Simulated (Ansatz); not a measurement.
Runs of Ansatz 0.2.0 on GaAs. It takes space group F-43m (No. 216, cubic). Conventional cell: a = 5.654 Å, b = 5.654 Å, c = 5.654 Å, α = 90.00°, β = 90.00°, γ = 90.00°. As (site symmetry -43m) has 4 Ga at 2.45 Å as nearest neighbours. Around Ga (site symmetry -43m) lie 4 As at 2.45 Å. 

| task | level | potentials or basis | spin | cell | k mesh | cutoff (eV) | smearing | gap on the mesh (eV) | pressure (GPa) |
| --- | --- | --- | --- | --- | --- | --- | --- | --- | --- |
| single point | PBE | all-electron LAPW, scalar-relativistic | off | as given | 8 × 8 × 8 | 316 | gaussian 0.015 eV | 0.52 | 3.3 |
| relaxation of cell and atoms | BLYP | all-electron LAPW, scalar-relativistic | off | relaxed | 8 × 8 × 8 | - | fermi-dirac 0.05 eV | - | 0.0 |
| elastic constants | PBEsol | all-electron LAPW, scalar-relativistic | off | as given | 6 × 6 × 6 | 341 | fermi-dirac 0.05 eV | (a) | 0.2 |
| band structure | LDA | all-electron LAPW, relativistic spinors | SOC, no magnetisation | as given | 6 × 6 × 6 | 317 | fermi-dirac 0.05 eV | 0.17 | -1.9 |
| single point | PBE | all-electron LAPW, scalar-relativistic | off | as given | 8 × 8 × 8 | 316 | gaussian 0.021 eV | 0.52 | 3.3 |

Alike in all rows: basis error allowed 0.001 eV/atom.

Question: Estimate the missing entries.

Answer: (a) 0.44.

A k mesh can miss the band edges, and rows without SOC leave out spin-orbit coupling on As, Ga.
